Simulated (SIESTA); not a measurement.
**La2O3 under changes of volume**

One of the cells (16.684 Å³/atom); the others are scaled copies at fixed shape and fractional positions:

```xyz
5
Lattice="3.9568 0.0000 0.0000 -1.9784 3.4267 0.0000 0.0000 0.0000 6.1524" Properties=species:S:1:pos:R:3 pbc="T T T"
La    0.0000    2.2845    1.5149
La    1.9784    1.1422    4.6375
O     0.0000    0.0000    0.0000
O     0.0000    2.2845    3.9738
O     1.9784    1.1422    2.1786
```

The cell is a database's computed one.

| Quantity | Value |
| --- | --- |
| Program | SIESTA 5.4.2 |
| Functional | PBE |
| Potentials or basis | PseudoDojo 0.4 standard (PBE files) |
| Basis | DZP (energy shift 0.003 Ry; two zetas on semicore shells) |
| Grid cutoff | 800 Ry |
| Energy shift | 0.003 Ry |
| k mesh | 8 × 8 × 5 |
| Occupations | fermi-dirac, width 0.05 eV |
| Spin | no spin polarisation |

| volume (Å³/atom) | energy over the lowest point (meV/atom) | pressure (GPa) | gap on the mesh (eV) | largest force (eV/Å) |
| --- | --- | --- | --- | --- |
| 15.375 | 112.47 | 20.0 | 3.86 | 0.933 |
| 15.703 | 75.98 | 15.9 | 3.86 | 0.728 |
| 16.030 | 47.42 | 12.2 | 3.85 | 0.556 |
| 16.684 | 11.69 | 5.6 | 3.78 | 0.218 |
| 17.011 | ? | ? | ? | ? |
| 17.338 | 0.00 | 0.3 | 3.71 | 0.071 |

**Question.** What does the run at 17.011 Å³/atom give?

**Answer.** Energy over the lowest point 3.13 meV/atom; pressure 2.8 GPa; gap on the mesh 3.75 eV; largest force 0.074 eV/Å.

Worked out: A Birch-Murnaghan fit of order 3 (a polynomial in V^(-2/3)) to the other rows has its minimum at 17.37 Å³/atom, just outside them, with B0 = V·E''(V) = 129 GPa and B' = 3.9 at fixed shape and positions, which overstates the stiffness. It gives 3.09 meV/atom at 17.011 Å³/atom, against the run's 3.13, and -dE/dV = 2.8 GPa, against 2.8. A parabola through the other rows of the gap, of slope -2.15 eV per unit of ln V there, gives 3.75 eV, against the run's 3.75.

Energies are extrapolated to zero smearing.

Caveats: spin-orbit coupling is left out, which moves the levels of the heavy elements; an odd mesh through Γ misses points on the zone boundary, where band edges often lie; the basis of atomic orbitals isn't converged, which shifts pressures, moduli and gaps.
